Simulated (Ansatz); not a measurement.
# TaSi2 (P6_222) in Ansatz: settings compared

Aim: see how the results for TaSi2 move with the level of theory and the settings. Levels: PBE+D3(BJ), PBE. Tasks: relaxation of cell and atoms, single point.

Program: Ansatz 0.2.0. These are calculated values, not measurements. Logs are shortened: lines on timing, memory, paths and dates and some standing lists are left out, and cuts for length are marked.

### 1 Starting point

It takes space group P6_222 (No. 180, hexagonal). The conventional cell has a = 4.780 Å, b = 4.780 Å, c = 6.564 Å, α = 90.00°, β = 90.00°, γ = 120.00°. Ta (site symmetry 222) is surrounded by 10 Si at 2.59 to 2.76 Å. Si (site symmetry 2) has 5 Si at 2.59 to 2.76 Å and 5 Ta at 2.59 to 2.76 Å as nearest neighbours.

### 2 Relaxation of cell and atoms, PBE+D3(BJ)

input.yaml

```yaml
crystal:
  lattice:
    - [4.78, 0.0, 0.0]
    - [-2.39, 4.1396014301, 0.0]
    - [0.0, 0.0, 6.564]
  atoms:
    - { symbol: Ta, position: [0.0, 0.5, 0.1666666667] }
    - { symbol: Ta, position: [0.5, 0.5, 0.8333333333] }
    - { symbol: Ta, position: [0.5, 0.0, 0.5] }
    - { symbol: Si, position: [0.3333, 0.16665, 0.1666666667] }
    - { symbol: Si, position: [0.16665, 0.83335, 0.8333333333] }
    - { symbol: Si, position: [0.83335, 0.6667, 0.5] }
    - { symbol: Si, position: [0.6667, 0.83335, 0.1666666667] }
    - { symbol: Si, position: [0.83335, 0.16665, 0.8333333333] }
    - { symbol: Si, position: [0.16665, 0.3333, 0.5] }
hamiltonian:
  xc: pbe
  pseudopotentials: { kind: paw }
  dispersion: d3bj
kpoints:
  mp_grid: { grid: [7, 7, 4] }
scf:
  occupations: { method: fermi_dirac, width: 0.05 }
output:
  forces: true
  stress: true
  eigenvalues: true
relax:
  f_tol: 0.01
  max_steps: 40
  cell: { stress_tol: 0.05 }
```

Potentials or basis: Ansatz PAW.

The run is started by

```console
ansatz run input.yaml --threads 4 --pin off --max-ram 11264MiB --backend cpu --events-out ev --progress --plain --runs-dir out
```

The program printed:

```text
Warning: RAYON_NUM_THREADS=4 ignored (pool sized by the plan → 4); use --threads N
Engine: ansatz 0.2.0, aarch64-unknown-linux-gnu
Pseudopotentials: kind: paw
Pseudopotential: Ta, paw, valence charge 13, recommended cutoff 420 eV (normal), Ta.paw.azcp
Pseudopotential: Si, paw, valence charge 4, recommended cutoff 420 eV (normal), Si.paw.azcp
Functional definition: PBE
  parameter kappa = 0.804
  parameter beta = 0.06672455060314922
  exchange = pbe_x(kappa = kappa, mu = beta*pi^2/3)
  correlation = pbe_c(beta = beta)
Crystal: 9 atoms, lattice volume = 129.884 Å³
Basis set: ecut = 420 eV, 2523 PW (Γ), exchange–correlation on 64×64×90 points (8 copies of the dense FFT grid, shifted against one another)
Bands: 41, of which v1, the nominal top of the filled ones, is band 32 counted from 1 (31 counted from 0)
Symmetry: 12 space group operations
Space group: P6222 (ITA 180), of the structure as read, at distance tolerance 5.1e-5 Å
k-points: 24 of 196 (time reversal used)
Non-local potential: Ta, projectors of the file, l = 0: 3, l = 1: 2, l = 2: 2, l = 3: 1
Non-local potential: Si, projectors of the file, l = 0: 2, l = 1: 2, l = 2: 2
PAW form: soft (Blöchl's): semilocal exchange-correlation on the pseudo side does not see the compensation charge
PAW one-centre angular grid: Ta, 590 points (default); XC on 64 Gauss nodes
PAW one-centre angular grid: Si, 110 points (default); XC on 64 Gauss nodes
Initial density: superposition of atomic densities (neutral atoms: chi_scale 0, normalization atom), corrected by the library's trained network
Initial wavefunctions: pseudopotential atomic-orbital guess
Functional: x = pbe(κ = 0.804, μ = 0.2195149727645171), c = pbe(β = 0.06672455060314922)
SCF iter   1: F=—  HF=-33620.752581 eV  |F-HF|=—  |Δ(HF+E_count)|=         —  Δρ=3.93e-3  dr2=1.38e-2  ethr=1.77e-3  ⟨swp⟩=7.0  Hψ=4581  notcnv=0  defer=10
preconditioner: auto → Kerker (q_TF=auto, 2.418 Å⁻¹)  [metal: Δε(μ)=0.036 eV  Ē_g=7.361 eV  σ=0.050 eV  W_gap=0.18  n_scr=22 (ndim 8)  ℏωp=20.3 eV  f_vac=0.000  D(μ)=4.17/eV (n_scr^D=22)]
SCF iter   2: F=—  HF=-33620.752931 eV  |F-HF|=—  |Δ(HF+E_count)|=   3.51e-4  Δρ=2.25e-3  dr2=4.46e-3  ethr=2.19e-5  ⟨swp⟩=2.1  Hψ=1387  notcnv=0  defer=24
SCF iter   3: F=—  HF=-33620.753302 eV  |F-HF|=—  |Δ(HF+E_count)|=   3.71e-4  Δρ=3.94e-4  dr2=2.46e-4  ethr=7.07e-6  ⟨swp⟩=2.5  Hψ=1377  notcnv=0  defer=24
SCF iter   4: F=—  HF=-33620.753262 eV  |F-HF|=—  |Δ(HF+E_count)|=   4.02e-5  Δρ=1.07e-4  dr2=1.44e-5  ethr=3.90e-7  ⟨swp⟩=2.3  Hψ=1426  notcnv=0  defer=24
SCF iter   5: F=—  HF=-33620.753190 eV  |F-HF|=—  |Δ(HF+E_count)|=   7.22e-5  Δρ=1.58e-5  dr2=3.75e-7  ethr=2.29e-8  ⟨swp⟩=2.0  Hψ=1379  notcnv=0  defer=24
[... 62 lines left out ...]
Fermi energy:    15.548391 eV
--- Per-component energies (eV) ---
  E_band       = -234.053296
  E_kinetic    = 1367.851203
  E_local      = -2301.237082  (includes V_loc(G=0)·N_el)
  E_nonlocal   = 197.688443
  E_hartree    = 885.284510
  E_xc         = -1000.575917
  E_vxc        = -911.654764  (∫ρ·V_xc dr)
  E_paw        = -28268.401408  (= ΣΔE_a)
  E_vpaw       = -357.270562  (= ΣTr[D̂ρ^β])
  E_aug_tail   = 0.000488  (compensation charges beyond the density's cutoff)
  E_ewald      = -4496.442214
  E_disp       = -5.069600  (pairwise vdW)
  E_smearing   = -0.025894  (= −TS)
  E_closure    = 0.000000  (closes the sum)
  Σ components = -33620.927469   (vs F -33620.927469, Δ=0.00e0)
--- Forces (eV/Å), atoms counted from 1 ---
  atom   1  Ta     0.00000000    -0.00000000    -0.00000000
  atom   2  Ta    -0.00000000     0.00000000     0.00000000
  atom   3  Ta     0.00000000    -0.00000000    -0.00000000
  atom   4  Si    -0.00012885    -0.00007439    -0.00000000
  atom   5  Si    -0.00012885     0.00007439     0.00000000
  atom   6  Si     0.00000000     0.00014878    -0.00000000
  atom   7  Si     0.00012885     0.00007439    -0.00000000
  atom   8  Si     0.00012885    -0.00007439     0.00000000
  atom   9  Si     0.00000000    -0.00014878    -0.00000000
  max |Σ_I F_I| component: 8.72e-17 eV/Å
--- Stress (GPa, compression-positive) ---
       -0.008162      -0.000000       0.000000
       -0.000000      -0.008162      -0.000000
        0.000000       0.000000      -0.006621
  P = ⅓ Tr σ = -0.0076 GPa (-0.076 kbar)
--- Band table (eV; the first three rows and the last of 24) ---
  k-point 0: bands = ["-52.0150", "-51.9982", "-51.9982", "-18.7317", "-18.7317", "-18.7278", "-18.6594", "-18.6594", "-18.5558", "-18.5545", "-18.5455", "-18.5455", "2.0234", "5.3661", "5.3661", "8.8900", "9.6118", "9.6118", "9.6331", "9.6331", "10.7431", "11.5998", "11.5998", "11.9873", "12.9664", "12.9664", "13.0164", "13.0164", "13.1359", "13.3217", "13.3217", "14.0626", "16.2639", "18.6167", "18.6167", "19.1017", "19.1982", "19.2189", "19.5514", "19.5514", "19.6735"]
  k-point 1: bands = ["-52.0135", "-52.0038", "-51.9941", "-18.7700", "-18.7168", "-18.6766", "-18.6656", "-18.6636", "-18.5729", "-18.5679", "-18.5589", "-18.5194", "2.2704", "4.0686", "6.6468", "9.0959", "9.2521", "9.5510", "9.9794", "10.1221", "10.5282", "10.6906", "11.0224", "11.3873", "12.7759", "13.0624", "13.2465", "13.2507", "13.3957", "13.5072", "13.9682", "14.5145", "16.9854", "17.8738", "18.4027", "18.9368", "19.0915", "19.1205", "19.4471", "19.5741", "19.7341"]
  k-point 2: bands = ["-52.0094", "-52.0094", "-51.9926", "-18.7835", "-18.6892", "-18.6892", "-18.6688", "-18.6181", "-18.6181", "-18.5681", "-18.5681", "-18.5088", "2.9823", "2.9823", "7.4381", "9.1122", "9.1255", "9.5922", "9.5922", "10.5055", "10.5055", "10.5729", "10.5729", "11.2724", "12.7030", "12.8419", "12.8419", "13.2524", "13.5668", "13.7709", "13.7709", "16.6599", "16.6599", "18.2558", "18.2558", "19.0750", "19.0765", "19.0765", "19.1371", "19.1863", "19.5464"]
  k-point 23: bands = ["-52.0092", "-52.0025", "-51.9994", "-18.7759", "-18.7482", "-18.7473", "-18.6469", "-18.6255", "-18.5837", "-18.5464", "-18.5450", "-18.5223", "4.8108", "4.8419", "5.6747", "6.4909", "6.6392", "7.7369", "10.1103", "10.2093", "10.9753", "11.2427", "12.6204", "12.6945", "12.8780", "12.9476", "12.9801", "13.1057", "14.4216", "15.0057", "15.0711", "15.5707", "16.6394", "17.2464", "17.3565", "17.8950", "17.8995", "18.5604", "18.9543", "19.0755", "19.3815"]
--- Relaxed structure (5 steps of the walk, 5 accepted, 1 SCFs on fresh bases) ---
  F+E_penalty+E_count = -33620.92746902 eV   max|allowed force component| = 1.488e-4 eV/Å   (the final SCF, on the basis selected at the relaxed cell)
  cell:  # Å, volume = 127.5831 Å³
    - [4.742707115326179, 0.0, -1.6928416495107438e-33]
    - [-2.3713535576630895, 4.1073048445816855, -7.665096669462562e-19]
    - [-1.997012174867242e-33, -1.2154236437491999e-18, 6.549526023006531]
  atoms:
    - { symbol: Ta, position: [2.778023541261948e-17, 0.5, 0.16666666666666666] }
    - { symbol: Ta, position: [0.5, 0.5, 0.8333333333333334] }
    - { symbol: Ta, position: [0.49999999999999994, -4.656174178630981e-20, 0.5] }
    - { symbol: Si, position: [0.3187685919945903, 0.15938429599729512, 0.16666666666666666] }
    - { symbol: Si, position: [0.15938429599729514, 0.8406157040027049, 0.8333333333333334] }
    - { symbol: Si, position: [0.8406157040027047, 0.6812314080054095, 0.5] }
    - { symbol: Si, position: [0.6812314080054096, 0.8406157040027049, 0.16666666666666666] }
    - { symbol: Si, position: [0.840615704002705, 0.15938429599729512, 0.8333333333333334] }
    - { symbol: Si, position: [0.15938429599729512, 0.31876859199459023, 0.5] }
```

Wall time 18 s (4 threads of Arm Neoverse V2, shared host); peak memory 0.47 GiB.

Results:

```yaml
Free_energy: -33620.9275 eV
Relaxed_volume: 14.18 Å³/atom
Relaxed_cell: a = 4.743 Å, b = 4.743 Å, c = 6.550 Å, α = 90.00°, β = 90.00°, γ = 120.00°
Space_group_after_relaxing_to_0.05_Å: P6_222 (No. 180)
Energy_gained_by_relaxing: 19.4 meV/atom
Ionic_steps: 6
Pressure_after_relaxing: 0.0 GPa
Band_gap_on_the_k_mesh: none (metal or under the smearing width)
```

The path:
| step | energy change (eV) | largest force (eV/Å) | volume (Å³) |
| --- | --- | --- | --- |
| 1 | 0.0000 | 0.7829 | 129.88 |
| 2 | -0.1490 | 0.2238 | 126.39 |
| 3 | -0.1728 | 0.0012 | 128.03 |
| 4 | -0.1749 | 0.0058 | 127.58 |
| 5 | -0.1749 | 0.0001 | 127.58 |
| 6 | -0.1743 | 0.0001 | 127.58 |

Final structure:
```cif
data_structure
_symmetry_space_group_name_H-M 'P 1'
_symmetry_Int_Tables_number 1
_cell_length_a 4.7427
_cell_length_b 4.7427
_cell_length_c 6.5495
_cell_angle_alpha 90.000
_cell_angle_beta 90.000
_cell_angle_gamma 120.000
_cell_volume 127.58
loop_
_atom_site_label
_atom_site_type_symbol
_atom_site_fract_x
_atom_site_fract_y
_atom_site_fract_z
_atom_site_occupancy
Ta1 Ta 0.00000 0.50000 0.16667 1
Ta2 Ta 0.50000 0.50000 0.83333 1
Ta3 Ta 0.50000 0.00000 0.50000 1
Si1 Si 0.31877 0.15938 0.16667 1
Si2 Si 0.15938 0.84062 0.83333 1
Si3 Si 0.84062 0.68123 0.50000 1
Si4 Si 0.68123 0.84062 0.16667 1
Si5 Si 0.84062 0.15938 0.83333 1
Si6 Si 0.15938 0.31877 0.50000 1
```

Caveat: the plane-wave basis is chosen anew once the cell has moved, so the energies of steps on either side of that aren't comparable; pairwise dispersion overbinds metals, which lowers pressure and volume.

### 3 Single point, PBE

input.yaml, as its differences from that of step 2:

```diff
@@ -18,3 +18,2 @@
   pseudopotentials: { kind: paw }
-  dispersion: d3bj
 kpoints:
@@ -22,3 +21,3 @@
 scf:
-  occupations: { method: fermi_dirac, width: 0.05 }
+  occupations: { method: gaussian, width: 0.013 }
 output:
@@ -27,5 +26 @@
   eigenvalues: true
-relax:
-  f_tol: 0.01
-  max_steps: 40
-  cell: { stress_tol: 0.05 }
```

Potentials or basis: Ansatz PAW.

The run is started by

```console
ansatz run input.yaml --threads 4 --pin off --max-ram 11264MiB --backend cpu --events-out ev --progress --plain --runs-dir out
```

The program printed:

```text
Warning: RAYON_NUM_THREADS=4 ignored (pool sized by the plan → 4); use --threads N
Engine: ansatz 0.2.0, aarch64-unknown-linux-gnu
Pseudopotentials: kind: paw
Pseudopotential: Ta, paw, valence charge 13, recommended cutoff 420 eV (normal), Ta.paw.azcp
Pseudopotential: Si, paw, valence charge 4, recommended cutoff 420 eV (normal), Si.paw.azcp
Functional definition: PBE
  parameter kappa = 0.804
  parameter beta = 0.06672455060314922
  exchange = pbe_x(kappa = kappa, mu = beta*pi^2/3)
  correlation = pbe_c(beta = beta)
Crystal: 9 atoms, lattice volume = 129.884 Å³
Basis set: ecut = 420 eV, 2523 PW (Γ), exchange–correlation on 64×64×90 points (8 copies of the dense FFT grid, shifted against one another)
Bands: 41, of which v1, the nominal top of the filled ones, is band 32 counted from 1 (31 counted from 0)
Symmetry: 12 space group operations
Space group: P6222 (ITA 180), of the structure as read, at distance tolerance 5.1e-5 Å
k-points: 24 of 196 (time reversal used)
Non-local potential: Ta, projectors of the file, l = 0: 3, l = 1: 2, l = 2: 2, l = 3: 1
Non-local potential: Si, projectors of the file, l = 0: 2, l = 1: 2, l = 2: 2
PAW form: soft (Blöchl's): semilocal exchange-correlation on the pseudo side does not see the compensation charge
PAW one-centre angular grid: Ta, 590 points (default); XC on 64 Gauss nodes
PAW one-centre angular grid: Si, 110 points (default); XC on 64 Gauss nodes
Initial density: superposition of atomic densities (neutral atoms: chi_scale 0, normalization atom), corrected by the library's trained network
Initial wavefunctions: pseudopotential atomic-orbital guess
Functional: x = pbe(κ = 0.804, μ = 0.2195149727645171), c = pbe(β = 0.06672455060314922)
SCF iter   1: F=—  HF=-33615.753421 eV  |F-HF|=—  |Δ(HF+E_count)|=         —  Δρ=4.11e-3  dr2=1.58e-2  ethr=1.77e-3  ⟨swp⟩=7.2  Hψ=4556  notcnv=0
preconditioner: auto → Resta (q_TF=auto, 2.418 Å⁻¹)  ε∞=8.6  [insulator: Δε(μ)=0.036 eV  Ē_g=7.361 eV  σ=0.013 eV  W_gap=0.56  n_scr=22 (ndim 8)  ℏωp=20.3 eV  f_vac=0.000  D(μ)=11.66/eV (n_scr^D=134)  ε∞_Penn≈8.6]
SCF iter   2: F=—  HF=-33615.753125 eV  |F-HF|=—  |Δ(HF+E_count)|=   2.96e-4  Δρ=2.29e-3  dr2=4.61e-3  ethr=2.51e-5  ⟨swp⟩=2.7  Hψ=1625  notcnv=0  defer=72
SCF iter   3: F=—  HF=-33615.753376 eV  |F-HF|=—  |Δ(HF+E_count)|=   2.51e-4  Δρ=2.77e-4  dr2=9.27e-5  ethr=7.31e-6  ⟨swp⟩=2.0  Hψ=1408  notcnv=0  defer=48
automatic band count: iteration 3 solves 40 bands in place of 41: the levels show a gap, and the empty bands left out lie too high to hold charge; the band table lists the bands solved (type scf.n_extra_bands for more)
SCF iter   4: F=—  HF=-33615.753298 eV  |F-HF|=—  |Δ(HF+E_count)|=   7.85e-5  Δρ=8.47e-5  dr2=8.15e-6  ethr=1.47e-7  ⟨swp⟩=2.1  Hψ=1354  notcnv=0  defer=48
SCF iter   5: F=—  HF=-33615.753297 eV  |F-HF|=—  |Δ(HF+E_count)|=   5.33e-7  Δρ=8.09e-6  dr2=1.18e-7  ethr=1.29e-8  ⟨swp⟩=2.0  Hψ=1285  notcnv=0  defer=48
SCF iter   6: F=-33615.753297 eV  HF=-33615.753297 eV  |F-HF|=1.75e-9  |Δ(HF+E_count)|=   1.60e-8  Δρ=1.85e-6  dr2=4.32e-9  ethr=1.59e-10  ⟨swp⟩=9.2  Hψ=3861  notcnv=0
SCF 1 converged in 6 iterations: F = -33615.753297 eV  dr2 = 4.32e-9
SCF converged after 6 iterations
Free energy (F): -33615.753297 eV
Harris-Foulkes:  -33615.753297 eV  (|F-HF|=1.75e-9)
Internal energy: -33615.752251 eV  (E = F + TS)
E sigma→0 (E₀):  -33615.752774 eV
Entropy (-TS):   -0.001047 eV (-0.116 meV/atom)
Fermi energy:    15.272600 eV
--- Per-component energies (eV) ---
  E_band       = -252.602096
  E_kinetic    = 1363.293943
  E_local      = -2345.690531  (includes V_loc(G=0)·N_el)
  E_nonlocal   = 196.973403
  E_hartree    = 899.430633
  E_xc         = -998.829787
  E_vxc        = -909.338744  (∫ρ·V_xc dr)
  E_paw        = -28267.878812  (= ΣΔE_a)
  E_vpaw       = -356.704277  (= ΣTr[D̂ρ^β])
  E_aug_tail   = 0.000491  (compensation charges beyond the density's cutoff)
  E_ewald      = -4463.051592
  E_smearing   = -0.001047  (= −TS)
  E_closure    = -0.000000  (closes the sum)
  Σ components = -33615.753297   (vs F -33615.753297, Δ=0.00e0)
--- Forces (eV/Å), atoms counted from 1 ---
  atom   1  Ta     0.00000000    -0.00000000     0.00000000
  atom   2  Ta     0.00000000     0.00000000    -0.00000000
  atom   3  Ta     0.00000000     0.00000000     0.00000000
  atom   4  Si    -0.70479444    -0.40691326     0.00000000
  atom   5  Si    -0.70479444     0.40691326    -0.00000000
  atom   6  Si     0.00000000     0.81382652     0.00000000
  atom   7  Si     0.70479444     0.40691326    -0.00000000
  atom   8  Si     0.70479444    -0.40691326     0.00000000
  atom   9  Si    -0.00000000    -0.81382652    -0.00000000
  max |Σ_I F_I| component: 3.70e-17 eV/Å
--- Stress (GPa, compression-positive) ---
        2.594196      -0.000000       0.000000
       -0.000000       2.594196       0.000000
        0.000000       0.000000       5.215987
  P = ⅓ Tr σ = 3.4681 GPa (34.681 kbar)
--- Band table (eV; the first three rows and the last of 24) ---
  k-point 0: bands = ["-52.3794", "-52.3637", "-52.3637", "-19.0989", "-19.0942", "-19.0942", "-18.9928", "-18.9928", "-18.9284", "-18.9110", "-18.9110", "-18.8822", "1.9101", "5.1926", "5.1926", "8.8610", "9.3494", "9.3494", "9.3616", "9.3616", "10.4147", "11.3274", "11.3274", "11.5698", "12.7158", "12.7158", "12.7326", "12.7326", "12.9700", "12.9700", "12.9967", "13.4431", "15.8045", "18.3757", "18.3757", "18.6807", "18.7550", "18.8633", "19.2418", "19.2418"]
  k-point 1: bands = ["-52.3779", "-52.3689", "-52.3599", "-19.1300", "-19.0873", "-19.0424", "-19.0183", "-18.9881", "-18.9445", "-18.9119", "-18.8959", "-18.8871", "2.1582", "3.9447", "6.3767", "8.9937", "9.0618", "9.2581", "9.5957", "9.8273", "10.3651", "10.4219", "10.8420", "10.9643", "12.6154", "12.7214", "12.8894", "12.9492", "13.2534", "13.3573", "13.3889", "14.1417", "16.5480", "17.6823", "18.1010", "18.5690", "18.6511", "18.7599", "18.7793", "19.0488"]
  k-point 2: bands = ["-52.3741", "-52.3741", "-52.3586", "-19.1427", "-19.0564", "-19.0564", "-18.9888", "-18.9872", "-18.9872", "-18.8996", "-18.8996", "-18.8878", "2.8705", "2.8705", "7.0896", "8.7883", "8.8576", "9.5000", "9.5000", "10.1892", "10.1892", "10.1940", "10.1940", "11.1604", "12.6587", "12.6587", "12.7423", "12.8852", "13.2079", "13.2079", "13.5614", "16.2882", "16.2882", "18.0460", "18.0460", "18.4283", "18.4292", "18.5356", "18.5356", "19.0553"]
  k-point 23: bands = ["-52.3740", "-52.3678", "-52.3649", "-19.1406", "-19.1055", "-19.1036", "-18.9910", "-18.9731", "-18.9120", "-18.9043", "-18.9028", "-18.8982", "4.7805", "4.8096", "5.4337", "6.0752", "6.3667", "7.2906", "9.8357", "10.2792", "10.6240", "11.2793", "12.3473", "12.3519", "12.4374", "12.5931", "12.6302", "12.8109", "14.1186", "14.7694", "14.7860", "15.2936", "16.3834", "16.8215", "17.1244", "17.4210", "17.4322", "18.1145", "18.5384", "18.7234"]
```

Wall time 3.1 s (4 threads of Arm Neoverse V1, shared host); peak memory 0.43 GiB.

Results:

```
Free energy            : -33615.7533 eV
Pressure               : 3.5 GPa
Largest force          : 0.814 eV/Å
Band gap on the k mesh : none (metal or under the smearing width)
```

Forces in eV/Å, atoms in the order of the input:
```
Ta   0.000  0.000  0.000
Ta   0.000  0.000  0.000
Ta   0.000  0.000  0.000
Si  -0.705 -0.407  0.000
Si  -0.705  0.407  0.000
Si   0.000  0.814  0.000
Si   0.705  0.407  0.000
Si   0.705 -0.407  0.000
Si   0.000 -0.814  0.000
```

Stress tensor (GPa, compression positive):
```
2.59 0.00 0.00
0.00 2.59 0.00
0.00 0.00 5.22
```

Caveat: the cell's inner coordinates are idealised or old, which leaves forces on the atoms.
